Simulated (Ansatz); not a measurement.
# Tungsten, simple cubic under PBEsol: from relaxation to bulk modulus, part 2 of 2

What does PBEsol give for tungsten in the simple cubic structure? We relax it, solve it on a dense k-mesh, then scale the cell to 7 volumes from 88 to 112 % of the relaxed one and try a fit of the equation of state. Spin polarisation is left out. The k-meshes are 12×12×12 for the relaxation; 20×20×20 for the dense run; 14×14×14 for the volumes.

Ansatz 0.2.0; DFT, PBEsol, plane waves (420 eV) with PAW, scalar-relativistic. The steps go on from the part before.

## 5. Volume × 0.92

This is W in the simple cubic structure; at room conditions it is bcc.

input.yaml

```yaml
crystal:
  lattice:
    - [2.5381663756, 0.0, 0.0]
    - [0.0, 2.5381663756, 0.0]
    - [0.0, 0.0, 2.5381663756]
  atoms:
    - { symbol: W, position: [0.0, 0.0, 0.0] }
hamiltonian:
  xc: pbesol
  pseudopotentials:
    kind: paw
    azcp:
      W: "pseudopotentials/W.paw.azcp"
basis:
  ecutwfc: 420
  fft_grid_basis: typed
kpoints:
  mp_grid: { grid: [14, 14, 14], shift: [0, 0, 0] }
magnetization:
  spin_polarized: false
scf:
  occupations: { method: fermi_dirac, width: 0.1 }
  lower_state_search: "off"
output:
  stress: true
```

Output, shortened:

```text
Warning: <dir> the record states the generating functional pbe (its physics header spells it `PBE`), which answers neither for hamiltonian.xc's functional nor for the pbesol family's — results may be inconsistent (PPs are generated against a specific XC)
Warning: RAYON_NUM_THREADS=2 ignored (pool sized by the plan → 2); use --threads N
[...]
Pseudopotentials: kind: paw
Pseudopotential: W, paw, valence charge 14, recommended cutoff 420 eV (normal), <dir>
Functional definition: PBEsol
[...]
Crystal: 1 atoms, lattice volume = 16.352 Å³
Basis set: ecut = 420 eV, 305 PW (Γ)
Bands: 11, of which v1, the nominal top of the filled ones, is band 7 counted from 1 (6 counted from 0)
Symmetry: 48 space group operations
Space group: Pm-3m (ITA 221), of the structure as read, at distance tolerance 2.5e-5 Å
k-points: 120 of 2744
[...]
SCF iter   1: F=—  HF=-10254.978904 eV  |F-HF|=—  |Δ(HF+E_count)|=         —  Δρ=4.76e-3  dr2=2.44e-3  ethr=1.77e-3  ⟨swp⟩=5.0  Hψ=7257  notcnv=0
[...]
SCF iter   6: F=-10254.978512 eV  HF=-10254.978512 eV  |F-HF|=1.04e-10  |Δ(HF+E_count)|=   7.98e-9  Δρ=1.13e-6  dr2=1.40e-10  ethr=1.21e-10  ⟨swp⟩=2.0  Hψ=4500  notcnv=0
[...]
SCF converged after 6 iterations
Free energy (F): -10254.978512 eV
[...]
E sigma→0 (E₀):  -10254.961120 eV
Entropy (-TS):   -0.034785 eV (-34.785 meV/atom)
Fermi energy:    21.604311 eV
[...]
--- Stress (GPa, compression-positive) ---
       22.281779      -0.000000       0.000000
        0.000000      22.281779       0.000000
        0.000000       0.000000      22.281779
  P = ⅓ Tr σ = 22.2818 GPa (222.818 kbar)
```

Wall time 0.8 s (2 threads of Arm Neoverse V2, shared host); peak memory 0.27 GiB.

## 6. Volume × 0.96

Edit input.yaml of step 5 so:

```diff
@@ -2,5 +2,5 @@
   lattice:
-    - [2.5381663756, 0.0, 0.0]
-    - [0.0, 2.5381663756, 0.0]
-    - [0.0, 0.0, 2.5381663756]
+    - [2.5744307948, 0.0, 0.0]
+    - [0.0, 2.5744307948, 0.0]
+    - [0.0, 0.0, 2.5744307948]
   atoms:
@@ -25 +25,5 @@
   stress: true
+  write_density: true
+  write_potential: true
+  elf: true
+  volumetric_format: npy
```

Output, shortened:

```text
Warning: <dir> the record states the generating functional pbe (its physics header spells it `PBE`), which answers neither for hamiltonian.xc's functional nor for the pbesol family's — results may be inconsistent (PPs are generated against a specific XC)
Warning: RAYON_NUM_THREADS=2 ignored (pool sized by the plan → 2); use --threads N
[...]
[... 3 set-up lines as earlier in the session ...]
[...]
Crystal: 1 atoms, lattice volume = 17.063 Å³
Basis set: ecut = 420 eV, 341 PW (Γ)
Bands: 11, of which v1, the nominal top of the filled ones, is band 7 counted from 1 (6 counted from 0)
[... 2 set-up lines as earlier in the session ...]
k-points: 120 of 2744
[...]
SCF iter   1: F=—  HF=-10255.049444 eV  |F-HF|=—  |Δ(HF+E_count)|=         —  Δρ=4.17e-3  dr2=1.86e-3  ethr=1.77e-3  ⟨swp⟩=5.0  Hψ=7262  notcnv=0
[...]
SCF iter   6: F=-10255.049135 eV  HF=-10255.049135 eV  |F-HF|=6.13e-10  |Δ(HF+E_count)|=   1.51e-8  Δρ=2.26e-6  dr2=7.53e-10  ethr=2.38e-10  ⟨swp⟩=5.5  Hψ=7034  notcnv=0
[...]
SCF converged after 6 iterations
Free energy (F): -10255.049135 eV
[...]
E sigma→0 (E₀):  -10255.030548 eV
Entropy (-TS):   -0.037174 eV (-37.174 meV/atom)
Fermi energy:    20.542853 eV
[...]
--- Stress (GPa, compression-positive) ---
        9.971978      -0.000000       0.000000
       -0.000000       9.971978       0.000000
        0.000000       0.000000       9.971978
  P = ⅓ Tr σ = 9.9720 GPa (99.720 kbar)
--- Band table (eV; the first three rows and the last of 120) ---
  k-point 0: bands = ["-53.4292", "-16.9581", "-16.9581", "-16.9581", "11.5854", "15.8114", "15.8114", "25.6926", "25.6926", "25.6926", "35.7263"]
[...]
```

It took 1.1 s on 2 threads of Arm Neoverse V2, shared host; peak memory 0.27 GiB.

## 7. Volume × 1.0

Edit input.yaml of step 6 so:

```diff
@@ -2,5 +2,5 @@
   lattice:
-    - [2.5744307948, 0.0, 0.0]
-    - [0.0, 2.5744307948, 0.0]
-    - [0.0, 0.0, 2.5744307948]
+    - [2.6097013529, 0.0, 0.0]
+    - [0.0, 2.6097013529, 0.0]
+    - [0.0, 0.0, 2.6097013529]
   atoms:
@@ -25,5 +25 @@
   stress: true
-  write_density: true
-  write_potential: true
-  elf: true
-  volumetric_format: npy
```

Output, shortened:

```text
Warning: <dir> the record states the generating functional pbe (its physics header spells it `PBE`), which answers neither for hamiltonian.xc's functional nor for the pbesol family's — results may be inconsistent (PPs are generated against a specific XC)
Warning: RAYON_NUM_THREADS=2 ignored (pool sized by the plan → 2); use --threads N
[...]
[... 3 set-up lines as earlier in the session ...]
[...]
Crystal: 1 atoms, lattice volume = 17.773 Å³
Basis set: ecut = 420 eV, 365 PW (Γ)
Bands: 11, of which v1, the nominal top of the filled ones, is band 7 counted from 1 (6 counted from 0)
[... 2 set-up lines as earlier in the session ...]
k-points: 120 of 2744
[...]
SCF iter   1: F=—  HF=-10255.070411 eV  |F-HF|=—  |Δ(HF+E_count)|=         —  Δρ=3.70e-3  dr2=1.42e-3  ethr=1.77e-3  ⟨swp⟩=5.0  Hψ=7176  notcnv=0
[...]
SCF iter   6: F=-10255.070400 eV  HF=-10255.070400 eV  |F-HF|=4.40e-10  |Δ(HF+E_count)|=   4.19e-9  Δρ=2.33e-6  dr2=5.53e-10  ethr=6.67e-11  ⟨swp⟩=1.2  Hψ=4058  notcnv=0
[...]
SCF converged after 6 iterations
Free energy (F): -10255.070400 eV
[...]
E sigma→0 (E₀):  -10255.050689 eV
Entropy (-TS):   -0.039424 eV (-39.424 meV/atom)
Fermi energy:    19.562861 eV
[...]
--- Stress (GPa, compression-positive) ---
       -0.045506       0.000000       0.000000
       -0.000000      -0.045506       0.000000
        0.000000      -0.000000      -0.045506
  P = ⅓ Tr σ = -0.0455 GPa (-0.455 kbar)
```

Wall time 0.83 s (2 threads of Arm Neoverse V2, shared host); peak memory 0.27 GiB.

## 8. Volume × 1.04

Edit input.yaml of step 7 so:

```diff
@@ -2,5 +2,5 @@
   lattice:
-    - [2.6097013529, 0.0, 0.0]
-    - [0.0, 2.6097013529, 0.0]
-    - [0.0, 0.0, 2.6097013529]
+    - [2.6440434669, 0.0, 0.0]
+    - [0.0, 2.6440434669, 0.0]
+    - [0.0, 0.0, 2.6440434669]
   atoms:
```

Output, shortened:

```text
Warning: <dir> the record states the generating functional pbe (its physics header spells it `PBE`), which answers neither for hamiltonian.xc's functional nor for the pbesol family's — results may be inconsistent (PPs are generated against a specific XC)
Warning: RAYON_NUM_THREADS=2 ignored (pool sized by the plan → 2); use --threads N
[...]
[... 3 set-up lines as earlier in the session ...]
[...]
Crystal: 1 atoms, lattice volume = 18.484 Å³
Basis set: ecut = 420 eV, 365 PW (Γ)
Bands: 11, of which v1, the nominal top of the filled ones, is band 7 counted from 1 (6 counted from 0)
[... 2 set-up lines as earlier in the session ...]
k-points: 120 of 2744
[...]
SCF iter   1: F=—  HF=-10255.051429 eV  |F-HF|=—  |Δ(HF+E_count)|=         —  Δρ=3.43e-3  dr2=1.20e-3  ethr=1.77e-3  ⟨swp⟩=5.0  Hψ=7223  notcnv=0
[...]
SCF iter   6: F=-10255.051462 eV  HF=-10255.051462 eV  |F-HF|=5.22e-10  |Δ(HF+E_count)|=   2.54e-9  Δρ=2.73e-6  dr2=7.08e-10  ethr=4.50e-11  ⟨swp⟩=1.2  Hψ=3965  notcnv=0
[...]
SCF converged after 6 iterations
Free energy (F): -10255.051462 eV
[...]
E sigma→0 (E₀):  -10255.030730 eV
Entropy (-TS):   -0.041463 eV (-41.463 meV/atom)
Fermi energy:    18.655585 eV
[...]
--- Stress (GPa, compression-positive) ---
       -8.215598       0.000000       0.000000
        0.000000      -8.215598       0.000000
        0.000000       0.000000      -8.215598
  P = ⅓ Tr σ = -8.2156 GPa (-82.156 kbar)
```

Wall time 0.82 s (2 threads of Arm Neoverse V2, shared host); peak memory 0.27 GiB.

## 9. Volume × 1.08

Edit input.yaml of step 8 so:

```diff
@@ -2,5 +2,5 @@
   lattice:
-    - [2.6440434669, 0.0, 0.0]
-    - [0.0, 2.6440434669, 0.0]
-    - [0.0, 0.0, 2.6440434669]
+    - [2.6775159249, 0.0, 0.0]
+    - [0.0, 2.6775159249, 0.0]
+    - [0.0, 0.0, 2.6775159249]
   atoms:
```

Output, shortened:

```text
Warning: <dir> the record states the generating functional pbe (its physics header spells it `PBE`), which answers neither for hamiltonian.xc's functional nor for the pbesol family's — results may be inconsistent (PPs are generated against a specific XC)
Warning: RAYON_NUM_THREADS=2 ignored (pool sized by the plan → 2); use --threads N
[...]
[... 3 set-up lines as earlier in the session ...]
[...]
Crystal: 1 atoms, lattice volume = 19.195 Å³
Basis set: ecut = 420 eV, 389 PW (Γ)
Bands: 11, of which v1, the nominal top of the filled ones, is band 7 counted from 1 (6 counted from 0)
[... 1 set-up line as earlier in the session ...]
Space group: Pm-3m (ITA 221), of the structure as read, at distance tolerance 2.7e-5 Å
k-points: 120 of 2744
[...]
SCF iter   1: F=—  HF=-10254.999595 eV  |F-HF|=—  |Δ(HF+E_count)|=         —  Δρ=3.28e-3  dr2=1.10e-3  ethr=1.77e-3  ⟨swp⟩=5.0  Hψ=7219  notcnv=0
[...]
SCF iter   6: F=-10254.999709 eV  HF=-10254.999709 eV  |F-HF|=3.93e-10  |Δ(HF+E_count)|=   1.61e-9  Δρ=2.42e-6  dr2=5.21e-10  ethr=3.56e-11  ⟨swp⟩=1.1  Hψ=3983  notcnv=0
[...]
SCF converged after 6 iterations
Free energy (F): -10254.999709 eV
[...]
E sigma→0 (E₀):  -10254.978086 eV
Entropy (-TS):   -0.043245 eV (-43.245 meV/atom)
Fermi energy:    17.813660 eV
[...]
--- Stress (GPa, compression-positive) ---
      -14.884137       0.000000       0.000000
        0.000000     -14.884137       0.000000
        0.000000       0.000000     -14.884137
  P = ⅓ Tr σ = -14.8841 GPa (-148.841 kbar)
```

Wall time 0.84 s (2 threads of Arm Neoverse V2, shared host); peak memory 0.27 GiB.

## 10. Volume × 1.12

Edit input.yaml of step 9 so:

```diff
@@ -2,5 +2,5 @@
   lattice:
-    - [2.6775159249, 0.0, 0.0]
-    - [0.0, 2.6775159249, 0.0]
-    - [0.0, 0.0, 2.6775159249]
+    - [2.7101717765, 0.0, 0.0]
+    - [0.0, 2.7101717765, 0.0]
+    - [0.0, 0.0, 2.7101717765]
   atoms:
@@ -25 +25,5 @@
   stress: true
+  write_density: true
+  write_potential: true
+  elf: true
+  volumetric_format: npy
```

Output, shortened:

```text
Warning: <dir> the record states the generating functional pbe (its physics header spells it `PBE`), which answers neither for hamiltonian.xc's functional nor for the pbesol family's — results may be inconsistent (PPs are generated against a specific XC)
Warning: RAYON_NUM_THREADS=2 ignored (pool sized by the plan → 2); use --threads N
[...]
[... 3 set-up lines as earlier in the session ...]
[...]
Crystal: 1 atoms, lattice volume = 19.906 Å³
Basis set: ecut = 420 eV, 389 PW (Γ)
Bands: 11, of which v1, the nominal top of the filled ones, is band 7 counted from 1 (6 counted from 0)
[... 2 set-up lines as earlier in the session ...]
k-points: 120 of 2744
[...]
SCF iter   1: F=—  HF=-10254.921033 eV  |F-HF|=—  |Δ(HF+E_count)|=         —  Δρ=3.26e-3  dr2=1.10e-3  ethr=1.77e-3  ⟨swp⟩=5.0  Hψ=7271  notcnv=0
[...]
SCF iter   6: F=-10254.921187 eV  HF=-10254.921187 eV  |F-HF|=4.69e-10  |Δ(HF+E_count)|=   1.50e-9  Δρ=2.79e-6  dr2=6.53e-10  ethr=3.78e-11  ⟨swp⟩=4.8  Hψ=6333  notcnv=0
[...]
SCF converged after 6 iterations
Free energy (F): -10254.921187 eV
[...]
E sigma→0 (E₀):  -10254.898821 eV
Entropy (-TS):   -0.044732 eV (-44.732 meV/atom)
Fermi energy:    17.030660 eV
[...]
--- Stress (GPa, compression-positive) ---
      -20.324470       0.000000       0.000000
        0.000000     -20.324470       0.000000
        0.000000       0.000000     -20.324470
  P = ⅓ Tr σ = -20.3245 GPa (-203.245 kbar)
--- Band table (eV; the first three rows and the last of 120) ---
  k-point 0: bands = ["-57.0074", "-20.7463", "-20.7463", "-20.7463", "8.9330", "13.1870", "13.1870", "21.2425", "21.2425", "21.2425", "30.9529"]
[...]
```

It took 1.1 s on 2 threads of Arm Neoverse V2, shared host; peak memory 0.28 GiB.

## 11. Energy and pressure against volume

The cell was scaled evenly, with its shape and the fractional positions fixed.

```
V (Å³/atom)  E − E₀ (meV/atom)  P from the stress (GPa)  P from the fit (GPa)
     15.641              219.7                    37.45                 37.19
     16.352               89.6                    22.28                 22.01
     17.063               20.2                     9.97                  9.71
     17.773                0.0                    -0.05                 -0.29
     18.484               20.0                    -8.22                 -8.43
     19.195               72.6                   -14.88                -15.07
     19.906              151.9                   -20.32                -20.48
```

Fit (Birch-Murnaghan, third order): V₀ = 17.751 Å³/atom, B₀ = 226 GPa, B₀′ = 4.1, largest residual 0.01 meV/atom.

The fit is made to E(σ → 0), while the stress belongs to the free energy F; that is one source of the offset between the two pressures.

## 12. What came out

What follows sums up all 2 parts.

| quantity | value |
| --- | --- |
| space group (spins left aside) | Pm-3m (No. 221) |
| conventional cell | a = 2.610 Å |
| volume | 17.773 Å³/atom |
| shortest distance | 2.610 Å |
| gap on the mesh | none (levels filled in part) |
| relative to bcc | +1490 meV/atom |
| highest ELF outside the cores | 0.51, 1.85 Å from the nearest atom |
| V₀, B₀, B₀′ | 17.751 Å³/atom, 226 GPa, 4.1 |

The relaxation enlarged the cell by 3.8 % in volume. Against the reference form of tungsten (bcc, computed apart with the same settings) it stands 1490 meV/atom higher, so it is far from stable. Levels at the Fermi energy are filled in part, as in a metal. The fitted modulus is 226 GPa. Relaxation kept the symmetry; phonons were not checked.
